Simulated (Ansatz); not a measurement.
## Mg under changes of volume

One of the cells (23.237 Å³/atom); the others are scaled copies at fixed shape and fractional positions:

```
Mg
1.0
     3.20930    0.00000    0.00000
    -1.60465    2.77934    0.00000
     0.00000    0.00000    5.21030
Mg
2
Direct
  0.66667 0.33333 0.75000
  0.33333 0.66667 0.25000
```

| Item | Value |
| --- | --- |
| Program | Ansatz 0.2.0 |
| Functional | revPBE |
| Potentials or basis | Ansatz PAW |
| Cutoff | 420 eV (not typed: the program's choice for these potentials) |
| k mesh | 10 × 10 × 5 |
| Occupations | fermi-dirac, width 0.05 eV |
| Spin | no spin polarisation |

```tsv
volume (Å³/atom)	energy over the lowest point (meV/atom)	pressure (GPa)
21.843	15.60	3.1
22.308	8.10	2.2
22.772	3.16	1.3
23.237	?	?
23.702	0.00	-0.1
24.167	1.35	-0.8
24.631	4.40	-1.3
```

What does the run at 23.237 Å³/atom give?

Energy over the lowest point 0.54 meV/atom; pressure 0.6 GPa.

Worked out: A Birch-Murnaghan fit of order 3 (a polynomial in V^(-2/3)) to the other rows has its minimum at 23.59 Å³/atom with B0 = V·E''(V) = 34 GPa and B' = 4.2 at fixed shape and positions, which overstates the stiffness. It gives 0.54 meV/atom at 23.237 Å³/atom, against the run's 0.54, and -dE/dV = 0.5 GPa, against 0.6.

Energies are extrapolated to zero smearing.

Caveats: the PAW data sets come from PBE, with cores solved anew for the run's functional, which leaves a small shift of forces and pressure.
